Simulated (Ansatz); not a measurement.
# HfO2 under changes of volume

One of the cells (11.532 Å³/atom); the others are scaled copies at fixed shape and fractional positions:

```
CELL_PARAMETERS angstrom
5.11800 0.00000 0.00000
0.00000 5.18570 0.00000
-0.85866 0.00000 5.21387
ATOMIC_POSITIONS crystal
Hf 0.27550 0.46030 0.70800
Hf 0.72450 0.96030 0.79200
Hf 0.72450 0.53970 0.29200
Hf 0.27550 0.03970 0.20800
O 0.07420 0.16840 0.84670
O 0.92580 0.66840 0.65330
O 0.92580 0.83160 0.15330
O 0.07420 0.33160 0.34670
O 0.44870 0.74190 0.98010
O 0.55130 0.24190 0.51990
O 0.55130 0.25810 0.01990
O 0.44870 0.75810 0.48010
```

```yaml
Program: Ansatz 0.2.0
Functional: PBE
Potentials_or_basis: Ansatz PAW earlier set
Cutoff: 900 eV
Density_cutoff: 3600 eV
k_mesh: 5 × 5 × 5
Occupations: fermi-dirac, width 0.05 eV
Spin: no spin polarisation
```

```tsv
volume (Å³/atom)	energy over the lowest point (meV/atom)	pressure (GPa)	gap on the mesh (eV)	largest force (eV/Å)
10.840	67.64	24.0	4.41	0.699
11.070	37.95	17.4	4.34	0.619
11.301	17.36	11.4	4.27	0.546
11.532	?	?	?	?
11.762	0.00	1.1	4.13	0.427
11.993	1.72	-3.4	4.07	0.380
12.223	9.47	-7.3	4.00	0.344
```

Question: What does the run at 11.532 Å³/atom give?

Answer: Energy over the lowest point 4.97 meV/atom; pressure 5.9 GPa; gap on the mesh 4.20 eV; largest force 0.482 eV/Å.

Worked out: A Birch-Murnaghan fit of order 3 (a polynomial in V^(-2/3)) to the other rows has its minimum at 11.81 Å³/atom with B0 = V·E''(V) = 232 GPa and B' = 4.3 at fixed shape and positions, which overstates the stiffness. It gives 4.95 meV/atom at 11.532 Å³/atom, against the run's 4.97, and -dE/dV = 5.9 GPa, against 5.9. A straight line through the other rows of the gap, of slope -3.41 eV per unit of ln V, gives 4.20 eV, against the run's 4.20.

Energies are extrapolated to zero smearing.

Caveats: odd divisions of the mesh miss points on the zone boundary, where band edges often lie, so the gap on the mesh can be too wide; spin-orbit coupling is left out, which moves the levels of the heavy elements.

A mesh can miss the band edges.
